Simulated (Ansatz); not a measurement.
# Is this H2Os3 structure a true minimum?

It was reached by relaxing an invented guess, and it needn't be the stable form of this composition.

Level of theory: Ansatz 0.2.0, DFT PBE, scalar-relativistic, plane waves, PAW. Plane waves to 420 eV, a k mesh through Γ of 18×18×6 on the computed 5-atom cell and Gaussian smearing (0.10 eV); no spin polarisation.

The cell below (5 atoms, space group P-6m2 (No. 187)) is relaxed within its symmetry.

```yaml
crystal:
  lattice:
    - [2.84287, 0.00000, 0.00000]
    - [-1.42143, 2.46199, 0.00000]
    - [0.00000, 0.00000, 7.04116]
  atoms:
    - { symbol: H, position: [0.66667, 0.33333, 0.19254] }
    - { symbol: H, position: [0.66667, 0.33333, 0.80746] }
    - { symbol: Os, position: [0.00000, 0.00000, 0.32097] }
    - { symbol: Os, position: [0.00000, 0.00000, 0.67903] }
    - { symbol: Os, position: [0.33333, 0.66667, 0.00000] }
```

For the test a repeat of it with 10 atoms (edges 2.84, 4.92, 7.04 Å) was strained at random (σ = 1.5 % a component), the atoms were moved at random (σ = 0.10 Å), and all was relaxed again on a coarse 8×4×4 mesh (in the run’s order of axes) with 0.20 eV smearing, with no symmetry imposed.

These runs have no spin–orbit coupling, which can matter for Os.

Question: What happens?

Answer: It doesn't return. The energy falls by 155 meV/atom on that mesh, the volume changes by -3.9 %, and the end has space group R3m (No. 160) at a loose tolerance. Relaxed again on an 18×18×18 mesh with 0.10 eV smearing, the new structure lies 154 meV/atom below the first (mesh in the axes of the run's cell; the cell below is made exact in the group named). Space group R3m (No. 160), trigonal, a = 2.817 Å, c = 20.686 Å. H on its first site is surrounded by 6 Os at 2.01 Å; H on its second site is surrounded by 3 Os at 1.95 Å and 3 Os at 2.09 Å; Os on its first site is surrounded by 3 H at 2.01 Å; Os on its second site is surrounded by 3 H at 1.95 Å; 1 more site not described.

```
H Os
1.0
     1.40826    0.81306    6.89527
    -1.40826    0.81306    6.89527
     0.00000   -1.62612    6.89527
H Os
2 3
Direct
  0.39302 0.39302 0.39302
  0.27280 0.27280 0.27280
  0.11697 0.11697 0.11697
  0.88731 0.88731 0.88731
  0.66943 0.66943 0.66943
```
